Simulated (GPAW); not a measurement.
SiC:

```
CELL_PARAMETERS angstrom
3.07569 0.00000 0.00000
-1.53785 2.66363 0.00000
0.00000 0.00000 10.07065
ATOMIC_POSITIONS crystal
Si 0.00000 0.00000 0.18789
Si 0.00000 0.00000 0.68789
Si 0.33333 0.66667 0.43784
Si 0.66667 0.33333 0.93784
C 0.00000 0.00000 0.00046
C 0.00000 0.00000 0.50046
C 0.33333 0.66667 0.24980
C 0.66667 0.33333 0.74980
```

The cell is a database's computed one.

Program: GPAW 26.7.0. Alike in all runs: task band structure; no spin polarisation; cell as given; k mesh 6 × 6 × 2; cutoff (eV) 800; smearing fermi-dirac 0.05 eV.

Task: Order these runs on this cell by their pressure, lowest first.
A. level LDA; potentials or basis PAW data sets generated in the run's folder for this functional, pw; band points 100
B. level PW91; potentials or basis PAW data sets generated in the run's folder for this functional, pw; band points 60
C. level BP86; potentials or basis PAW data sets generated in the run's folder for this functional, pw; band points 80
D. level TASK; potentials or basis GPAW PAW data sets (gpaw-data 1.2.1), pw; band points 100
E. level AM05; potentials or basis PAW data sets generated in the run's folder for this functional, pw; band points 80

Result: A (-2.7 GPa), E (1.2 GPa), B (4.7 GPa), C (6.3 GPa), D (9.1 GPa).

Caveats: the PAW data sets were made with another functional, which shifts forces and pressure a little (some runs).

Not every run made on this cell is shown here.
